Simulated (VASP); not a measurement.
# WS2 (P6_3/mmc) in VASP: notebook

The runs below take WS2 through band structure, with PBE+D3(BJ), r2SCAN.

Everything below comes from runs of VASP 6.6.1. Logs are shortened: lines on timing, memory, paths and dates and some standing lists are left out, and cuts for length are marked.

## 1. The crystal as given

It takes space group P6_3/mmc (No. 194, hexagonal). Conventional cell: a = 3.154 Å, b = 3.154 Å, c = 12.142 Å, α = 90.00°, β = 90.00°, γ = 120.00°. W (site symmetry -6m2) is surrounded by 6 S at 2.41 Å. S (site symmetry 3m) has 3 W at 2.41 Å as nearest neighbours.

## 2. Band structure, PBE+D3(BJ), spin-orbit coupling, no magnetisation

File INCAR:

```
PREC = Accurate
ENCUT = 520
EDIFF = 1E-6
ISMEAR = 0
SIGMA = 0.03
LREAL = F
LASPH = T
NELM = 80
ALGO = Normal
ISIF = 2
LWAVE = F
LCHARG = F
MAGMOM = 0 0 0 0 0 0 0 0 0 0 0 0 0 0 0 0 0 0
LORBIT = 11
LSORBIT = T
GGA_COMPAT = F
LMAXMIX = 4
GGA = PE
IVDW = 12
NBANDS = 70
KPAR = 2
```

File KPOINTS:

```
regular mesh
0
Gamma
  9 9 2
```

File POSCAR:

```
WS2                                     
1.0
    3.1541047172     -0.0000000000      0.0000000000
   -1.5770523586      2.7315348073      0.0000000000
   -0.0000000000     -0.0000000000     12.1422886781
  W               S             
     2     4
Direct
     0.3333333300000021    0.6666666699999979    0.2500000000000000
     0.6666666699999979    0.3333333300000021    0.7500000000000000
     0.3333333300000021    0.6666666699999979    0.6203012447095502
     0.6666666699999979    0.3333333300000021    0.1203012447095501
     0.3333333300000021    0.6666666699999979    0.8796987552904498
     0.6666666699999979    0.3333333300000021    0.3796987552904499
```

File KPOINTS_OPT:

```
explicit points
141
Reciprocal
 0.0000000000  0.0000000000  0.0000000000 1
 0.0357142857  0.0000000000  0.0000000000 1
 0.0714285714  0.0000000000  0.0000000000 1
 0.1071428571  0.0000000000  0.0000000000 1
 0.1428571429  0.0000000000  0.0000000000 1
 0.1785714286  0.0000000000  0.0000000000 1
[... 133 lines left out ...]
 0.5000000000  0.0000000000  0.5000000000 1
 0.5000000000  0.0000000000  0.0000000000 1
```

Potentials or basis: VASP PAW PBE potentials, release 64 (W_sv, S).

The run is started by

```sh
$ cat potpaw_PBE.64/W_sv/POTCAR potpaw_PBE.64/S/POTCAR > POTCAR
$ mpirun -np 2 vasp_ncl > vasp.out
```

OUTCAR:

```text
PREC = Accurate
   ENCUT = 520
   EDIFF = 1E-6
   ISMEAR = 0
   LREAL = F
   LASPH = T
   NELM = 80
   ISIF = 2
   LORBIT = 11
   LSORBIT = T
   GGA = PE
   IVDW = 12
 IVDW          = 12

 ion  position               nearest neighbor table
   1  0.333  0.667  0.250-   4 2.41   6 2.41   4 2.41   6 2.41   4 2.41   6 2.41
   2  0.667  0.333  0.750-   3 2.41   5 2.41   3 2.41   5 2.41   3 2.41   5 2.41
   3  0.333  0.667  0.620-   2 2.41   2 2.41   2 2.41
   4  0.667  0.333  0.120-   1 2.41   1 2.41   1 2.41
   5  0.333  0.667  0.880-   2 2.41   2 2.41   2 2.41
   6  0.667  0.333  0.380-   1 2.41   1 2.41   1 2.41

  LATTYP: Found a hexagonal cell.
 ALAT       =     3.1541047172
 C/A-ratio  =     3.8496783610

  Lattice vectors:

 A1 = (   3.1541047172,   0.0000000000,   0.0000000000)
 A2 = (  -1.5770523586,   2.7315348073,   0.0000000000)
 A3 = (   0.0000000000,   0.0000000000,  12.1422886781)

Analysis of symmetry for initial positions (statically):
=====================================================================
 Subroutine PRICEL returns:
 Original cell was already a primitive cell.

 Routine SETGRP: Setting up the symmetry group for a
 hexagonal supercell.

 Subroutine GETGRP returns: Found 24 space group operations
 (whereof 12 operations were pure point group operations)
 out of a pool of 24 trial point group operations.

The static configuration has the point symmetry D_3d.
 The point group associated with its full space group is D_6h.

Analysis of symmetry for dynamics (positions and initial velocities):
=====================================================================
 Subroutine PRICEL returns:
 Original cell was already a primitive cell.

 Routine SETGRP: Setting up the symmetry group for a
 hexagonal supercell.

 Subroutine GETGRP returns: Found 24 space group operations
 (whereof 12 operations were pure point group operations)
 out of a pool of 24 trial point group operations.

The dynamic configuration has the point symmetry D_3d.
 The point group associated with its full space group is D_6h.

Analysis of structural, dynamic, and magnetic symmetry:
=====================================================================
 Subroutine PRICEL returns:
 Original cell was already a primitive cell.

 Routine SETGRP: Setting up the symmetry group for a
 hexagonal supercell.

 Subroutine GETGRP returns: Found 24 space group operations
 (whereof 12 operations were pure point group operations)
 out of a pool of 24 trial point group operations.

The overall configuration has the point symmetry D_3d.
 The point group associated with its full space group is D_6h.

 Subroutine INISYM returns: Found 24 space group operations
 (whereof 12 operations are pure point group operations),
 and found     1 'primitive' translations

----------------------------------------------------------------------------------------

                                     Primitive cell

  volume of cell :     104.6125

  direct lattice vectors                    reciprocal lattice vectors
     3.154104717  0.000000000  0.000000000     0.317047178  0.183047274  0.000000000
    -1.577052359  2.731534807  0.000000000     0.000000000  0.366094548  0.000000000
     0.000000000  0.000000000 12.142288678     0.000000000  0.000000000  0.082356797

  length of vectors
     3.154104717  3.154104714 12.142288678     0.366094547  0.366094548  0.082356797

  position of ions in fractional coordinates (direct lattice)
     0.333333330  0.666666670  0.250000000
     0.666666670  0.333333330  0.750000000
     0.333333330  0.666666670  0.620301245
     0.666666670  0.333333330  0.120301245
     0.333333330  0.666666670  0.879698755
     0.666666670  0.333333330  0.379698755

  ion indices of the primitive-cell ions
   primitive index   ion index
                 1           1
                 2           2
                 3           3
                 4           4
                 5           5
                 6           6

----------------------------------------------------------------------------------------

 KPOINTS: regular mesh

Automatic generation of k-mesh.
 Grid dimensions read from file:
 generate k-points for:    9    9    2

 Generating k-lattice:

[... 68 lines left out ...]
   POTIM  = 0.5000    time-step for ionic-motion
   TEBEG  =    0.0;   TEEND  =   0.0 temperature during run
   PSTRESS=    0.0 pullay stress
   NELECT =      52.0000    total number of electrons
   NUPDOWN=      -1.0000    fix difference up-down
   EMIN   =  10.00;   EMAX   =-10.00  energy-range for DOS
   EFERMI =   0.00;   METHOD = LEGACY
   ISMEAR =     0;   SIGMA  =   0.03  broadening in eV -4-tet -1-fermi 0-gaus
   EFERMI_NEDOS =   21; number of points for ismear=-14 and -15
   IALGO  =     38    algorithm
   IMIX   =      4    mixing-type and parameters
     AMIX     =   0.40;   BMIX     =  1.00
     AMIX_MAG =   1.60;   BMIX_MAG =  1.00
  volume/ion in A,a.u.               =      17.44       117.66
  Fermi-wavevector in a.u.,A,eV,Ry     =   1.296825  2.450644 22.881678  1.681756
  Thomas-Fermi vector in A             =   2.428257
   LORBIT       =     11    0 simple, 1 ext, 2 COOP (PROOUT), +10 PAW based schemes
   GGA     = PE    functional components
   LHFCALC =     F    Hartree Fock is set to
   AEXX    =    0.0000 exact exchange contribution
   IVDW    =    12    specifies the selected vdW correction
   LEPSILON=     F    determine dielectric tensor
   LRPA    =     F    only Hartree local field effects (RPA)
 Gauss-broadening in eV      SIGMA  =   0.03
  energy-cutoff  :      520.00
  volume of cell :      104.61
 maximum number of plane-waves:      5692
 NGX is ok and might be reduce to    24
   NGX = 11   NGY = 11   NGZ = 45

 number of electron      52.0000000 magnetization       0.0000000      0.0000000      0.0000000

 number of electron      51.9999999 magnetization      -0.0000000     -0.0000000      0.0000000

 number of electron      51.9999999 magnetization      -0.0000000     -0.0000000     -0.0000000

 number of electron      51.9999999 magnetization      -0.0000000      0.0000000      0.0000000

 Free energy of the ion-electron system (eV)
  ---------------------------------------------------
  ext. energy  EPLUGINS =         0.00000000
  ---------------------------------------------------
  free energy    TOTEN  =       -48.70379477 eV

  energy without entropy =      -48.70379477  energy(sigma->0) =      -48.70379477

 E-fermi :   7.8505     XC(G=0): -11.0782

 val. band max:        7.7283631288   @ k =   0.0000   0.0000   0.0000
 cond. band min:       8.7015775509   @ k =   0.2222   0.1111   0.0000
 fundamental gap:      0.9732144221
 Fermi energy:         7.8504803283

 k-point     1 :       0.0000    0.0000    0.0000
  band No.  band energies     occupation
      1     -66.9362      1.00000
      2     -66.9362      1.00000
      3     -66.9362      1.00000
      4     -66.9362      1.00000
      5     -37.0029      1.00000
      6     -37.0029      1.00000
[... 1597 lines left out ...]
     63      11.3597      0.00000
     64      11.3597      0.00000
 [bands above 64 left out]

------------------------ aborting loop because EDIFF is reached ----------------------------------------

 Edisp (eV)   -2.61040

 E8    (eV) :    -1.0970

  FORCE on cell =-STRESS in cart. coord.  units (eV):
  Direction    XX          YY          ZZ          XY          YZ          ZX
  --------------------------------------------------------------------------------------
  -------------------------------------------------------------------------------------
  Total       0.14869     0.14869     0.10720     0.00000     0.00000     0.00000
  in kB       2.27731     2.27731     1.64177     0.00000     0.00000     0.00000
  external pressure =        2.07 kB  Pullay stress =        0.00 kB

 VOLUME and BASIS-vectors are now :
 -----------------------------------------------------------------------------
  energy-cutoff  :      520.00
  volume of cell :      104.61
      direct lattice vectors                 reciprocal lattice vectors
     3.154104717  0.000000000  0.000000000     0.317047178  0.183047274  0.000000000
    -1.577052359  2.731534807  0.000000000     0.000000000  0.366094548  0.000000000
     0.000000000  0.000000000 12.142288678     0.000000000  0.000000000  0.082356797

 POSITION                                       TOTAL-FORCE (eV/Angst)
 -----------------------------------------------------------------------------------
     -0.00000      1.82102      3.03557         0.000000      0.000000      0.000000
      1.57705      0.91051      9.10672        -0.000000      0.000000      0.000000
     -0.00000      1.82102      7.53188         0.000000     -0.000000     -0.027826
      1.57705      0.91051      1.46073         0.000000      0.000000     -0.027826
     -0.00000      1.82102     10.68156         0.000000     -0.000000      0.027826
      1.57705      0.91051      4.61041        -0.000000     -0.000000      0.027826
 -----------------------------------------------------------------------------------
    total drift:                               -0.000000     -0.000000     -0.000000

  FREE ENERGIE OF THE ION-ELECTRON SYSTEM (eV)
  ---------------------------------------------------
  free  energy   TOTEN  =       -51.3141938965 eV

  energy  without entropy=      -51.3141938965  energy(sigma->0) =      -51.31419390

 Spin-Orbit-Coupling matrix elements

 Ion:    1  E_soc:     -1.4919940
 l=   1
     0.0000000    -0.2213844    -0.2223863
    -0.2213844     0.0000000    -0.2213844
    -0.2223863    -0.2213844     0.0000000
 l=   2
     0.0000000    -0.0051480     0.0000000    -0.0051480    -0.0226822
    -0.0051480     0.0000000    -0.0166006    -0.0043666    -0.0051480
     0.0000000    -0.0166006     0.0000000    -0.0166006     0.0000000
    -0.0051480    -0.0043666    -0.0166006     0.0000000    -0.0051480
    -0.0226822    -0.0051480     0.0000000    -0.0051480     0.0000000
 l=   3
     0.0000000     0.0000000     0.0000000     0.0000000     0.0000000     0.0000000     0.0000000
     0.0000000     0.0000000     0.0000000     0.0000000     0.0000000     0.0000000     0.0000000
     0.0000000     0.0000000     0.0000000     0.0000000     0.0000000     0.0000000     0.0000000
     0.0000000     0.0000000     0.0000000     0.0000000     0.0000000     0.0000000     0.0000000
[... 89 lines left out ...]
 l=   2
     0.0000000     0.0000000     0.0000000     0.0000000     0.0000000
     0.0000000     0.0000000     0.0000000     0.0000000     0.0000000
     0.0000000     0.0000000     0.0000000     0.0000000     0.0000000
     0.0000000     0.0000000     0.0000000     0.0000000     0.0000000
     0.0000000     0.0000000     0.0000000     0.0000000     0.0000000
 l=   3
     0.0000000     0.0000000     0.0000000     0.0000000     0.0000000     0.0000000     0.0000000
     0.0000000     0.0000000     0.0000000     0.0000000     0.0000000     0.0000000     0.0000000
     0.0000000     0.0000000     0.0000000     0.0000000     0.0000000     0.0000000     0.0000000
     0.0000000     0.0000000     0.0000000     0.0000000     0.0000000     0.0000000     0.0000000
     0.0000000     0.0000000     0.0000000     0.0000000     0.0000000     0.0000000     0.0000000
     0.0000000     0.0000000     0.0000000     0.0000000     0.0000000     0.0000000     0.0000000
     0.0000000     0.0000000     0.0000000     0.0000000     0.0000000     0.0000000     0.0000000

 total charge

# of ion       s       p       d       tot
------------------------------------------
    1        2.321   6.336   3.395  12.052
    2        2.321   6.336   3.395  12.052
    3        1.361   2.365   0.000   3.726
    4        1.361   2.365   0.000   3.726
    5        1.361   2.365   0.000   3.726
    6        1.361   2.365   0.000   3.726
--------------------------------------------------
tot         10.086  22.131   6.791  39.008

 magnetization (x)

# of ion       s       p       d       tot
------------------------------------------
    1        0.000   0.000  -0.000  -0.000
    2        0.000  -0.000  -0.000   0.000
    3       -0.000   0.000   0.000   0.000
    4        0.000   0.000   0.000   0.000
    5        0.000   0.000   0.000   0.000
    6       -0.000   0.000   0.000   0.000
--------------------------------------------------
tot          0.000   0.000  -0.000   0.000

 magnetization (y)

# of ion       s       p       d       tot
------------------------------------------
    1        0.000  -0.000   0.000   0.000
    2       -0.000  -0.000   0.000   0.000
    3       -0.000   0.000   0.000  -0.000
    4        0.000   0.000   0.000   0.000
    5        0.000   0.000   0.000   0.000
    6        0.000   0.000   0.000   0.000
--------------------------------------------------
tot         -0.000  -0.000   0.000  -0.000

 magnetization (z)

# of ion       s       p       d       tot
------------------------------------------
    1        0.000   0.000   0.000   0.000
    2        0.000   0.000   0.000   0.000
    3        0.000   0.000   0.000   0.000
    4        0.000   0.000   0.000   0.000
    5        0.000   0.000   0.000   0.000
    6        0.000   0.000   0.000   0.000
--------------------------------------------------
tot          0.000   0.000   0.000   0.000
```

Wall time 14 min (2 MPI ranks of Intel Xeon Platinum 8488C (Sapphire Rapids), shared host); peak memory 0.67 GiB.

Results:

- Free energy: -51.3142 eV
- Pressure: 0.2 GPa
- Largest force: 0.028 eV/Å
- Valence electrons inside the program's atomic spheres: W 12.05; S 3.73
- Dispersion energy per atom: -0.435 eV

Forces on the atoms (eV/Å):
```
W    0.000  0.000  0.000
W    0.000  0.000  0.000
S    0.000  0.000 -0.028
S    0.000  0.000 -0.028
S    0.000  0.000  0.028
S    0.000  0.000  0.028
```

## 3. Band structure, r2SCAN

File INCAR:

```
PREC = Accurate
ENCUT = 520
EDIFF = 1E-6
ISMEAR = 0
SIGMA = 0.03
LREAL = F
LASPH = T
NELM = 80
ALGO = Normal
ISIF = 2
LWAVE = F
LCHARG = F
LMAXMIX = 4
METAGGA = R2SCAN
LMIXTAU = T
NBANDS = 35
KPAR = 2
```

File KPOINTS:

```
regular mesh
0
Gamma
  12 12 3
```

POSCAR is that of step 2.

KPOINTS_OPT is that of step 2.

Potentials or basis: VASP PAW PBE potentials, release 64 (W_sv, S).

The run is started by

```sh
$ cat potpaw_PBE.64/W_sv/POTCAR potpaw_PBE.64/S/POTCAR > POTCAR
$ mpirun -np 2 vasp_std > vasp.out
```

Wall time 7.2 min (2 MPI ranks of Intel Xeon Platinum 8488C (Sapphire Rapids), shared host); peak memory 0.33 GiB.

Results (log left out):

```
Free energy             : -140.0688 eV
Pressure                : 2.4 GPa
Largest force           : 0.265 eV/Å
Band gap on the k mesh  : 1.01 eV, indirect (least direct gap 1.96 eV)
Band gap along the path : 1.01 eV, indirect (least direct gap 1.96 eV)
```

Forces in eV/Å, atoms in the order of the input:
```
W    0.000  0.000  0.000
W    0.000  0.000  0.000
S    0.000  0.000  0.265
S    0.000  0.000  0.265
S    0.000  0.000 -0.265
S    0.000  0.000 -0.265
```

Stress tensor (GPa, compression positive):
```
2.90 0.00 0.00
0.00 2.90 0.00
0.00 0.00 1.30
```

Levels at the corners of the path, in eV from the valence-band top:
```
point  band 24  band 25  band 26  band 27  band 28  band 29
    Γ    -1.55    -1.32     0.00     2.40     2.40     2.41
    M    -1.93    -1.88    -1.65     2.40     2.46     2.67
    M    -1.93    -1.88    -1.65     2.40     2.46     2.67
    K    -3.14    -0.85    -0.60     1.36     1.36     2.06
    K    -3.14    -0.85    -0.60     1.36     1.36     2.06
    Γ    -1.55    -1.32     0.00     2.40     2.40     2.41
    Γ    -1.55    -1.32     0.00     2.40     2.40     2.41
    A    -2.39    -0.33    -0.33     2.39     2.39     2.39
    A    -2.39    -0.33    -0.33     2.39     2.39     2.39
    L    -2.06    -1.74    -1.74     2.43     2.43     2.86
    L    -2.06    -1.74    -1.74     2.43     2.43     2.86
    H    -3.37    -0.74    -0.74     1.36     1.36     2.67
    H    -3.37    -0.74    -0.74     1.36     1.36     2.67
    A    -2.39    -0.33    -0.33     2.39     2.39     2.39
    L    -2.06    -1.74    -1.74     2.43     2.43     2.86
    M    -1.93    -1.88    -1.65     2.40     2.46     2.67
    K    -3.14    -0.85    -0.60     1.36     1.36     2.06
    H    -3.37    -0.74    -0.74     1.36     1.36     2.67
```

Caveat: the PAW data sets were made with another functional, which shifts forces and pressure a little; spin-orbit coupling is left out, which moves the levels of the heavy elements.
